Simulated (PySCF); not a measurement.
Crystal: CuI (Marshite).

```
CELL_PARAMETERS angstrom
0.00000 3.03150 3.03150
3.03150 0.00000 3.03150
3.03150 3.03150 0.00000
ATOMIC_POSITIONS crystal
I 0.00000 0.00000 0.00000
Cu 0.75000 0.75000 0.75000
```

Base run:

- Program: PySCF 2.14.0
- Functional: PBE
- Potentials or basis: DZVP-MOLOPT-SR/GTH-PBE (potentials made for PBE)
- k mesh: 8 × 8 × 8
- Occupations: fermi-dirac, width 0.05 eV
- Spin: no spin polarisation

Its results: band gap on the k mesh 1.17 eV, direct.

The run is repeated on the same cell with these changes: functional from PBE to PBEsol. What comes out?

Band gap on the k mesh 0.98 eV, direct.

Caveats: spin-orbit coupling is left out, which moves the levels of the heavy elements; the basis of atomic orbitals isn't converged, which shifts pressures, moduli and gaps.

A k mesh can miss the band edges.

Not every run made on this cell is shown here.
